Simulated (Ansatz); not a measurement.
**TiTlHg$_{2}$, a known structure type with other elements, at an estimated volume**

```xyz
4
Lattice="4.3229 0.0000 0.0000 0.0000 4.3229 0.0000 0.0000 0.0000 4.2292" Properties=species:S:1:pos:R:3 pbc="T T T"
Tl    0.0000    0.0000    0.0000
Hg    0.0000    2.1615    2.1146
Hg    2.1615    0.0000    2.1146
Ti    2.1615    2.1615    0.0000
```

Method: r2SCAN, no spin polarisation; PAW, plane waves to 500 eV, 8×8×8 Γ-centred mesh, fermi-dirac occupations (width 0.1 eV) (Ansatz 0.2.0), atoms fixed.

**Question.** Is the cell too large or too small?

**Answer.** The pressure is 5.3 GPa (compression positive), so with the atoms held at these fractions the cell would first expand. The principal stresses 4.2, 4.2, 7.6 GPa differ, so its shape would change too.

**Question.** Is there a gap?

**Answer.** It is a metal, with about 1.8 states/eV a cell as the mean within 0.25 eV of the Fermi level, mostly Ti d (77 %).

**Question.** What do density and ELF say about some of the short contacts?

**Answer.** Tl–Hg at 3.02 Å: least valence density 0.23 e/Å³ and ELF 0.20 there. Hg–Ti at 3.02 Å: least valence density 0.18 e/Å³ and ELF 0.21 there. Tl–Ti at 3.06 Å: least valence density 0.17 e/Å³ and ELF 0.21 there. Both are smooth PAW fields, read partly inside the augmentation spheres.

**Question.** Give the Bader charges.

**Answer.** Bader charges in e: Ti +1.30, Tl -0.19, Hg -0.55. In the mean Ti gives up most and Hg takes most.

**Question.** What is the formation energy?

**Answer.** 0.12 eV an atom against the elements' usual phases (free molecules for gases, crystals otherwise, with no correction for O₂ or N₂), so at this geometry it isn't bound against them. Relaxing would lower it.

Origin: a known structure type with other elements, at an estimated volume, so it need not be a known compound.
